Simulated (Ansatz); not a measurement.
# TiO2 (Anatase) (I4_1/amd) in Ansatz: further runs

Runs on TiO2 (Anatase). Level: PBEsol. Tasks: single point.

All numbers are computed with Ansatz 0.2.0; they aren't measurements. Logs are shortened: lines on timing, memory, paths and dates and some standing lists are left out, and cuts for length are marked.

**1. The structure**

Symmetry: I4_1/amd, No. 141, tetragonal system. The conventional cell has a = 3.784 Å, b = 3.784 Å, c = 9.515 Å, α = 90.00°, β = 90.00°, γ = 90.00°. Ti (site symmetry -4m2) is surrounded by 6 O at 1.93 to 1.98 Å. Around O (site symmetry 2mm) lie 3 Ti at 1.93 to 1.98 Å.

**2. Single point, PBEsol, 10.67 Å³/atom (volume scaled by 0.94)**

input.yaml reads:

```yaml
crystal:
  lattice:
    - [-1.8534748763, 1.8534748763, 4.660184995]
    - [1.8534748763, -1.8534748763, 4.660184995]
    - [1.8534748763, 1.8534748763, -4.660184995]
  atoms:
    - { symbol: Ti, position: [0.75, 0.25, 0.5] }
    - { symbol: Ti, position: [0.0, 0.0, 0.0] }
    - { symbol: O, position: [0.7919, 0.7919, 0.0] }
    - { symbol: O, position: [0.5419, 0.0419, 0.5] }
    - { symbol: O, position: [0.9581, 0.4581, 0.5] }
    - { symbol: O, position: [0.2081, 0.2081, 0.0] }
kpoints:
  mp_grid: { grid: [10, 10, 10] }
scf:
  occupations: { method: fermi_dirac, width: 0.05 }
hamiltonian:
  xc: pbesol
  pseudopotentials: { kind: all_electron, lapw: { basis_error: 0.001 } }
output:
  forces: true
  stress: true
  eigenvalues: true
```

Potentials or basis: all-electron LAPW, scalar-relativistic.

The run is started by

```sh
> ansatz run input.yaml --threads 4 --pin off --max-ram 12288MiB --backend cpu --events-out ev --progress --plain --runs-dir out
```

The program printed:

```text
Warning: RAYON_NUM_THREADS=4 ignored (pool sized by the plan → 4); use --threads N
LAPW: plane waves up to 10.654 Å⁻¹, error target 1.0e-3 eV per atom; small_component_spin mean_spin; O in spheres of 0.882 Å, 8 of its electrons in bands, Dirac shells []; Ti in spheres of 1.012 Å, 20 of its electrons in bands, Dirac shells [] (how accurate: hamiltonian.pseudopotentials.lapw.basis_error, Limitations)
Engine: ansatz 0.2.0, aarch64-unknown-linux-gnu
Pseudopotentials: kind: all_electron
Pseudopotential: Ti, LAPW, valence charge 20, lapw/all_electron/scalar/gaussian/Ti, Koelling and Harmon's equation, gaussian nucleus
Pseudopotential: O, LAPW, valence charge 8, lapw/all_electron/scalar/gaussian/O, Koelling and Harmon's equation, gaussian nucleus
Functional definition: PBEsol
  exchange = pbesol_x
  correlation = pbesol_c
Crystal: 6 atoms, lattice volume = 64.038 Å³
Basis set: ecut = 432.4856718340628 eV, 1283 PW (Γ), FFT grids on a1+a3, a2+a3, a3, exchange–correlation at level 2
Bands: 44, of which v1, the nominal top of the filled ones, is band 36 counted from 1 (35 counted from 0)
Symmetry: 16 space group operations
Space group: I41/amd (ITA 141), of the structure as read, at distance tolerance 4.0e-5 Å
k-points: 102 of 1000
Non-local potential: Ti, projectors of the file, none
Non-local potential: O, projectors of the file, none
Initial density: superposition of atomic densities (chi_scale 0.1, normalization cell, long waves kept (reshape's long-wave potential 0.00 eV rms))
Initial wavefunctions: plane waves of lowest kinetic energy (no species holds an atomic orbital)
Functional: x = pbesol(κ = 0.804, μ = 0.12345679012345678), c = pbesol(β = 0.046)
iter 1 solved again at ethr=2.56e-2 eV; its pass at ethr=1.00e-1 eV (dr2=1.84e1 eV) is discarded
SCF iter   1: F=—  HF=-54599.662964 eV  |F-HF|=—  |Δ(HF+E_count)|=         —  Δρ=1.69e-1  dr2=1.84e1  ethr=2.56e-2  ⟨swp⟩=2.0  Hψ=29499  notcnv=0
preconditioner: auto → Resta (q_TF=auto, 2.782 Å⁻¹)  ε∞=3.4  [insulator: Δε(μ)=6.203 eV  Ē_g=19.977 eV  σ=0.050 eV  W_gap=1.00  n_scr=32 (ndim 8)  ℏωp=30.8 eV  f_vac=0.022  D(μ)=0.00/eV (n_scr^D=0)  ε∞_Penn≈3.4]
SCF iter   2: F=—  HF=-54593.571145 eV  |F-HF|=—  |Δ(HF+E_count)|=    6.09e0  Δρ=9.17e-2  dr2=6.20e0  ethr=2.56e-2  ⟨swp⟩=3.0  Hψ=14405  notcnv=0
preconditioner: auto → Kerker (q_TF=auto, 2.782 Å⁻¹)  [metal: Δε(μ)=0.128 eV  Ē_g=9.327 eV  σ=0.050 eV  W_gap=0.50  n_scr=32 (ndim 8)  ℏωp=26.2 eV  f_vac=0.071  D(μ)=0.09/eV (n_scr^D=0)]
SCF iter   3: F=—  HF=-54591.149981 eV  |F-HF|=—  |Δ(HF+E_count)|=    2.42e0  Δρ=5.29e-2  dr2=1.91e0  ethr=8.61e-3  ⟨swp⟩=3.0  Hψ=14922  notcnv=0
SCF iter   4: F=—  HF=-54590.756871 eV  |F-HF|=—  |Δ(HF+E_count)|=         —  Δρ=1.34e-2  dr2=1.92e-1  ethr=2.66e-3  ⟨swp⟩=2.9  Hψ=14147  notcnv=0
the basis was enlarged: its passes take 8.9 MiB over the memory plan, 4 of 4 planned eigensolver slots
SCF iter   5: F=—  HF=-54590.813886 eV  |F-HF|=—  |Δ(HF+E_count)|=   5.70e-2  Δρ=1.65e-2  dr2=2.43e-1  ethr=2.67e-4  ⟨swp⟩=2.0  Hψ=14586  notcnv=0
SCF iter   6: F=—  HF=-54590.734808 eV  |F-HF|=—  |Δ(HF+E_count)|=   7.91e-2  Δρ=4.92e-3  dr2=2.70e-2  ethr=2.67e-4  ⟨swp⟩=2.0  Hψ=14431  notcnv=0
SCF iter   7: F=—  HF=-54590.731442 eV  |F-HF|=—  |Δ(HF+E_count)|=   3.37e-3  Δρ=1.89e-3  dr2=3.93e-3  ethr=3.75e-5  ⟨swp⟩=2.0  Hψ=13939  notcnv=0
SCF iter   8: F=—  HF=-54590.731199 eV  |F-HF|=—  |Δ(HF+E_count)|=   2.43e-4  Δρ=7.39e-4  dr2=4.96e-4  ethr=5.46e-6  ⟨swp⟩=2.3  Hψ=13894  notcnv=0
SCF iter   9: F=—  HF=-54590.731069 eV  |F-HF|=—  |Δ(HF+E_count)|=   1.30e-4  Δρ=3.36e-4  dr2=9.40e-5  ethr=6.90e-7  ⟨swp⟩=2.0  Hψ=13868  notcnv=0
iter 10 solved again at ethr=1.73e-9 eV; its pass at ethr=1.31e-7 eV (dr2=1.25e-6 eV) is discarded
SCF iter  10: F=—  HF=-54590.731040 eV  |F-HF|=—  |Δ(HF+E_count)|=   2.95e-5  Δρ=4.00e-5  dr2=1.23e-6  ethr=1.73e-9  ⟨swp⟩=2.0  Hψ=22900  notcnv=0
SCF iter  11: F=-54590.731034 eV  HF=-54590.731034 eV  |F-HF|=3.30e-8  |Δ(HF+E_count)|=   5.19e-6  Δρ=5.87e-6  dr2=2.14e-8  ethr=1.71e-9  ⟨swp⟩=3.0  Hψ=14071  notcnv=0
SCF 1 converged in 11 iterations: F = -54590.731034 eV  dr2 = 2.14e-8
SCF converged after 11 iterations
Free energy (F): -54590.731034 eV
Harris-Foulkes:  -54590.731034 eV  (|F-HF|=3.30e-8)
Internal energy: -54590.731034 eV  (E = F + TS)
E sigma→0 (E₀):  -54590.731034 eV
Fermi energy:    9.458155 eV
--- Per-component energies (eV) ---
  E_band       = -11592.149637
  E_kinetic    = 55032.640641
  E_xc         = -3149.739561
  E_electrostatic = -106473.632115  (all electrons and nuclei)
  E_smearing   = -0.000000  (= −TS)
  E_closure    = 0.000000  (closes the sum)
  E_atoms      = -54536.788326  (free atoms, spherical and without spin; not in F)
  Σ components = -54590.731034   (vs F -54590.731034, Δ=0.00e0)
  Basis errors (estimates in eV, not in F): energy 4.5e-4 per atom: plane waves 4.1e-4 (2.5e-4 summed), levels above the bands 1.1e-44, relativity 6.9e-8, radial functions 4.2e-5, core shells 4.8e-13; eigenvalues (radial functions only) 2.7e-6; not estimated: angular momenta, meshes, grids; target (lapw.basis_error) 1.0e-3; muffin-tin radii O 0.882 Å, Ti 1.012 Å
--- Forces (eV/Å), atoms counted from 1 ---
  atom   1  Ti     0.00000000    -0.00000000     0.00000000
  atom   2  Ti    -0.00000000     0.00000000     0.00000000
  atom   3  O      0.00000000     0.00000000    -0.39113681
  atom   4  O      0.00000000     0.00000000    -0.39113681
  atom   5  O      0.00000000     0.00000000     0.39113681
  atom   6  O     -0.00000000     0.00000000     0.39113681
  max |Σ_I F_I| component: 5.55e-17 eV/Å
--- Stress (GPa, compression-positive) ---
       13.646413       0.000000       0.000000
        0.000000      13.646413      -0.000000
        0.000000      -0.000000      15.545626
  P = ⅓ Tr σ = 14.2795 GPa (142.795 kbar)
--- Band table (eV; the first three rows and the last of 102) ---
  k-point 0: bands = ["-521.5650", "-521.5650", "-493.7797", "-493.7797", "-493.7797", "-493.7797", "-429.1588", "-429.1588", "-429.1532", "-429.1532", "-429.1532", "-429.1532", "-47.5097", "-47.4251", "-24.2276", "-23.9164", "-23.9164", "-23.8218", "-23.8218", "-23.7027", "-9.5201", "-8.4373", "-8.1832", "-7.8821", "4.0764", "4.3147", "4.3147", "4.6872", "6.0612", "6.0612", "6.2057", "7.5357", "7.6097", "7.6097", "7.7707", "7.7707", "10.5082", "11.3759", "12.6585", "12.6585", "12.6712", "12.6712", "13.9176", "14.2203"]
  k-point 1: bands = ["-521.5650", "-521.5650", "-493.7797", "-493.7797", "-493.7797", "-493.7797", "-429.1588", "-429.1588", "-429.1532", "-429.1532", "-429.1532", "-429.1532", "-47.5070", "-47.4265", "-24.2265", "-23.9412", "-23.9249", "-23.8360", "-23.8218", "-23.6980", "-9.4087", "-8.3642", "-8.1325", "-7.8410", "4.0478", "4.0894", "4.1871", "4.6859", "5.8474", "6.1858", "6.3193", "7.2412", "7.3388", "7.3904", "7.5458", "7.9314", "10.9916", "11.4437", "12.2082", "12.4641", "12.4992", "12.6353", "14.3990", "14.4860"]
  k-point 2: bands = ["-521.5650", "-521.5650", "-493.7797", "-493.7797", "-493.7797", "-493.7797", "-429.1588", "-429.1588", "-429.1532", "-429.1532", "-429.1532", "-429.1532", "-47.4993", "-47.4309", "-24.2238", "-24.0006", "-23.9464", "-23.8732", "-23.8184", "-23.6939", "-9.1019", "-8.1777", "-7.9942", "-7.7338", "3.6709", "3.9021", "3.9565", "4.7588", "5.4116", "6.0623", "6.1339", "6.5043", "6.7500", "7.1007", "7.6982", "8.0317", "11.4926", "11.7407", "11.8689", "12.2655", "12.3535", "12.8152", "14.6333", "15.4265"]
  k-point 101: bands = ["-521.5650", "-521.5650", "-493.7797", "-493.7797", "-493.7797", "-493.7797", "-429.1588", "-429.1588", "-429.1532", "-429.1532", "-429.1532", "-429.1532", "-47.4675", "-47.4675", "-23.9709", "-23.9709", "-23.9481", "-23.9481", "-23.7894", "-23.7894", "-8.8333", "-8.8333", "-8.2076", "-8.2076", "4.3855", "4.3855", "4.4142", "4.4142", "6.0545", "6.0545", "6.9142", "6.9142", "7.0313", "7.0313", "8.2202", "8.2202", "10.9243", "10.9243", "12.4256", "12.4256", "12.9146", "12.9146", "13.8575", "13.8575"]
```

Wall time 70 s (4 threads of Arm Neoverse N1, shared host); peak memory 1.2 GiB.

What came out:

```yaml
Free_energy: -54590.7310 eV
Pressure: 14.3 GPa
Largest_force: 0.391 eV/Å
Band_gap_on_the_k_mesh: 2.21 eV, indirect (least direct gap 2.54 eV)
```

**3. Single point, PBEsol, 10.90 Å³/atom (volume scaled by 0.96)**

Edit input.yaml of step 2 so:

```diff
@@ -2,5 +2,5 @@
   lattice:
-    - [-1.8534748763, 1.8534748763, 4.660184995]
-    - [1.8534748763, -1.8534748763, 4.660184995]
-    - [1.8534748763, 1.8534748763, -4.660184995]
+    - [-1.8665279463, 1.8665279463, 4.6930042805]
+    - [1.8665279463, -1.8665279463, 4.6930042805]
+    - [1.8665279463, 1.8665279463, -4.6930042805]
   atoms:
```

Potentials or basis: all-electron LAPW, scalar-relativistic.

The run is started by

```sh
> ansatz run input.yaml --threads 4 --pin off --max-ram 12288MiB --backend cpu --events-out ev --progress --plain --runs-dir out
```

Run time: 71 s. Hardware: 4 threads of Arm Neoverse N1, shared host; peak memory 1.3 GiB.

It converged, with:

```
Free energy            : -54590.8280 eV
Pressure               : 8.6 GPa
Largest force          : 0.248 eV/Å
Band gap on the k mesh : 2.17 eV, indirect (least direct gap 2.50 eV)
```

**4. Single point, PBEsol, 11.13 Å³/atom (volume scaled by 0.98)**

Edit input.yaml of step 3 so:

```diff
@@ -2,5 +2,5 @@
   lattice:
-    - [-1.8665279463, 1.8665279463, 4.6930042805]
-    - [1.8665279463, -1.8665279463, 4.6930042805]
-    - [1.8665279463, 1.8665279463, -4.6930042805]
+    - [-1.8794009597, 1.8794009597, 4.72537085]
+    - [1.8794009597, -1.8794009597, 4.72537085]
+    - [1.8794009597, 1.8794009597, -4.72537085]
   atoms:
```

The run is started by

```sh
> ansatz run input.yaml --threads 4 --pin off --max-ram 12288MiB --backend cpu --events-out ev --progress --plain --runs-dir out
```

Wall time 71 s (4 threads of Arm Neoverse N1, shared host); peak memory 1.3 GiB.

Results (log left out):

| Item | Value |
| --- | --- |
| Free energy | -54590.8792 eV |
| Pressure | 3.5 GPa |
| Largest force | 0.116 eV/Å |
| Band gap on the k mesh | 2.13 eV, indirect (least direct gap 2.46 eV) |

**5. Single point, PBEsol, 11.35 Å³/atom**

Edit input.yaml of step 4 so:

```diff
@@ -2,5 +2,5 @@
   lattice:
-    - [-1.8794009597, 1.8794009597, 4.72537085]
-    - [1.8794009597, -1.8794009597, 4.72537085]
-    - [1.8794009597, 1.8794009597, -4.72537085]
+    - [-1.8921, 1.8921, 4.7573]
+    - [1.8921, -1.8921, 4.7573]
+    - [1.8921, 1.8921, -4.7573]
   atoms:
```

The run is started by

```sh
> ansatz run input.yaml --threads 4 --pin off --max-ram 12288MiB --backend cpu --events-out ev --progress --plain --runs-dir out
```

It took 69 s on 4 threads of Arm Neoverse N1, shared host; peak memory 1.2 GiB.

It converged, with:

```yaml
Free_energy: -54590.8894 eV
Pressure: -1.1 GPa
Largest_force: 0.007 eV/Å
Band_gap_on_the_k_mesh: 2.08 eV, indirect (least direct gap 2.42 eV)
```

**6. Single point, PBEsol, 11.58 Å³/atom (volume scaled by 1.02)**

Edit input.yaml of step 5 so:

```diff
@@ -2,5 +2,5 @@
   lattice:
-    - [-1.8921, 1.8921, 4.7573]
-    - [1.8921, -1.8921, 4.7573]
-    - [1.8921, 1.8921, -4.7573]
+    - [-1.9046308288, 1.9046308288, 4.7888062162]
+    - [1.9046308288, -1.9046308288, 4.7888062162]
+    - [1.9046308288, 1.9046308288, -4.7888062162]
   atoms:
```

Potentials or basis: all-electron LAPW, scalar-relativistic.

The run is started by

```sh
> ansatz run input.yaml --threads 4 --pin off --max-ram 12288MiB --backend cpu --events-out ev --progress --plain --runs-dir out
```

It took 73 s on 4 threads of Arm Neoverse N1, shared host; peak memory 1.2 GiB.

It converged, with:

```
Free energy            : -54590.8625 eV
Pressure               : -5.2 GPa
Largest force          : 0.122 eV/Å
Band gap on the k mesh : 2.04 eV, indirect (least direct gap 2.37 eV)
```

**7. Single point, PBEsol, 11.81 Å³/atom (volume scaled by 1.04)**

Edit input.yaml of step 6 so:

```diff
@@ -2,5 +2,5 @@
   lattice:
-    - [-1.9046308288, 1.9046308288, 4.7888062162]
-    - [1.9046308288, -1.9046308288, 4.7888062162]
-    - [1.9046308288, 1.9046308288, -4.7888062162]
+    - [-1.916998908, 1.916998908, 4.8199032318]
+    - [1.916998908, -1.916998908, 4.8199032318]
+    - [1.916998908, 1.916998908, -4.8199032318]
   atoms:
```

The run is started by

```sh
> ansatz run input.yaml --threads 4 --pin off --max-ram 12288MiB --backend cpu --events-out ev --progress --plain --runs-dir out
```

Run time: 72 s. Hardware: 4 threads of Arm Neoverse N1, shared host; peak memory 1.3 GiB.

The run converged. Its results:

```yaml
Free_energy: -54590.8024 eV
Pressure: -8.9 GPa
Largest_force: 0.228 eV/Å
Band_gap_on_the_k_mesh: 2.00 eV, indirect (least direct gap 2.33 eV)
```

**8. Single point, PBEsol, 12.04 Å³/atom (volume scaled by 1.06)**

Edit input.yaml of step 7 so:

```diff
@@ -2,5 +2,5 @@
   lattice:
-    - [-1.916998908, 1.916998908, 4.8199032318]
-    - [1.916998908, -1.916998908, 4.8199032318]
-    - [1.916998908, 1.916998908, -4.8199032318]
+    - [-1.9292094213, 1.9292094213, 4.8506040801]
+    - [1.9292094213, -1.9292094213, 4.8506040801]
+    - [1.9292094213, 1.9292094213, -4.8506040801]
   atoms:
```

The run is started by

```sh
> ansatz run input.yaml --threads 4 --pin off --max-ram 12288MiB --backend cpu --events-out ev --progress --plain --runs-dir out
```

Wall time 64 s (4 threads of Arm Neoverse N1, shared host); peak memory 1.3 GiB.

It converged, with:

- Free energy: -54590.7122 eV
- Pressure: -12.2 GPa
- Largest force: 0.327 eV/Å
- Band gap on the k mesh: 1.96 eV, indirect (least direct gap 2.28 eV)
